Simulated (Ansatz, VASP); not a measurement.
One calculation of Bi, two programs

POSCAR

```
Bi
1.0
    3.6583430000      0.0000000000      0.0000000000
   -1.8291710000      3.1682240000      0.0000000000
    0.0000000000      0.0000000000      5.6993400000
Bi
2
Direct
    0.3333300000      0.6666700000      0.2500000000
    0.6666600000      0.3333300000      0.7500000000
```

File INCAR.step1:

```
SYSTEM = Bi
PREC = Accurate
ENCUT = 520
ISMEAR = -1
SIGMA = 0.1
LREAL = .False.
LASPH = .True.
NELM = 150
ISPIN = 2
MAGMOM = 0 0
NBANDS = 26
GGA = PE
ALGO = Normal
EDIFF = 1E-4
LWAVE = .True.
LCHARG = .False.
```

The input INCAR.step2:

```
SYSTEM = Bi
PREC = Accurate
ENCUT = 520
EDIFF = 1E-6
ISMEAR = -1
SIGMA = 0.1
LREAL = .False.
LASPH = .True.
NELM = 150
ALGO = Normal
ISIF = 2
LWAVE = .False.
LCHARG = .False.
ISPIN = 2
MAGMOM = 0 0
LORBIT = 11
METAGGA = R2SCAN
LMIXTAU = .True.
NBANDS = 26
ISTART = 1
```

KPOINTS

```
regular mesh
0
Gamma
  6 6 3
  0 0 0
```

Input for Ansatz:

```yaml
crystal:
  lattice:
    - [3.658343, 0.0, 0.0]
    - [-1.829171, 3.168224, 0.0]
    - [0.0, 0.0, 5.69934]
  atoms:
    - { symbol: Bi, position: [0.33333, 0.66667, 0.25] }
    - { symbol: Bi, position: [0.66666, 0.33333, 0.75] }
  symmetry: { tolerance: 0.0003 }
kpoints:
  mp_grid: { grid: [6, 6, 3], shift: [0, 0, 0] }
magnetization:
  spin_polarized: true
scf:
  occupations: { method: fermi_dirac }
  eigensolver: { kind: davidson }
hamiltonian:
  pseudopotentials: { kind: paw }
  xc: r2scan
basis:
  ecutwfc: 500
  precision: f64
output:
  forces: true
  stress: true
  eigenvalues: true
  write_density: true
  write_potential: true
  elf: true
  volumetric_format: npy
```

The cell was built by a generator and needn't be a form met in nature.

Alike in both runs: task single point; functional r2SCAN; k mesh 6 × 6 × 3; collinear spin.

```csv
,VASP,Ansatz
version,VASP 6.6.1,Ansatz 0.2.0
potentials or method,"VASP PAW PBE potentials, release 64 (Bi_d)",PAW plane waves
plane-wave cutoff (eV),520,500
occupations,"fermi-dirac, width 0.1 eV",fermi-dirac
valence electrons in the cell,30,30
```

|  | VASP | Ansatz | Ansatz less VASP |
| --- | --- | --- | --- |
| gap on the k mesh at the Fermi level (eV) | none | none | - |
| pressure (GPa) | -3.2 | -3.1 | +0.04 |
| largest component of the traceless stress (GPa) | 3.47 | 3.48 | +0.005 |
| net moment per atom (μB) | 0.00 | 0.00 | 0.000 |

A gap of «none» marks a metal or a gap that the smearing closes. Ansatz warned: «no_starting_moments».

Caveats: the k mesh is coarse (spacing up to 0.37 Å⁻¹), so the values aren't converged; the PAW data sets were made with another functional, which shifts forces and pressure a little (VASP); spin-orbit coupling is left out, which moves the levels of the heavy elements.
